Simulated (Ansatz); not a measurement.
Crystal: TiO2 (Anatase).

```xyz
6
Lattice="-1.8921 1.8921 4.7573 1.8921 -1.8921 4.7573 1.8921 1.8921 -4.7573" Properties=species:S:1:pos:R:3 pbc="T T T"
Ti    0.0000    1.8921    2.3786
Ti    0.0000    0.0000    0.0000
O     0.0000    0.0000    7.5346
O     0.0000    1.8921    0.3987
O     0.0000    1.8921    4.3586
O     0.0000    0.0000    1.9800
```

| Item | Value |
| --- | --- |
| Program | Ansatz 0.2.0 |
| Task | relaxation of cell and atoms |
| Functional | PBE |
| Potentials or basis | Ansatz NC |
| Cutoff | 1240 eV (not typed: the program's choice for these potentials) |
| k mesh | 10 × 10 × 10 |
| Occupations | fermi-dirac, width 0.05 eV |
| Spin | no spin polarisation |

At the start: volume 11.35 Å³/atom.

Question: Where does the relaxation end?

Answer: It ends after 7 steps and the volume is 11.66 Å³/atom (+2.7 %); space group I4_1/amd (No. 141, to 0.05 Å).

Step by step:
```tsv
step	energy change (eV)	largest force (eV/Å)	volume (Å³)
1	0.0000	0.0982	68.13
2	-0.0236	0.0313	69.30
3	-0.0269	0.0049	69.89
4	-0.0272	0.0052	69.93
5	-0.0283	0.0053	69.93
6	-0.0284	0.0002	69.97
7	-0.0284	0.0002	69.97
```

Final structure:
```
Ti O
1.0
    -1.89922    1.89922    4.84931
     1.89922   -1.89922    4.84931
     1.89922    1.89922   -4.84931
Ti O
2 4
Direct
  0.75000 0.25000 0.50000
  0.00000 0.00000 0.00000
  0.79355 0.79355 0.00000
  0.54355 0.04355 0.50000
  0.95645 0.45645 0.50000
  0.20645 0.20645 0.00000
```

Caveat: the plane-wave basis is chosen anew once the cell has moved, so the energies of steps on either side of that aren't comparable.
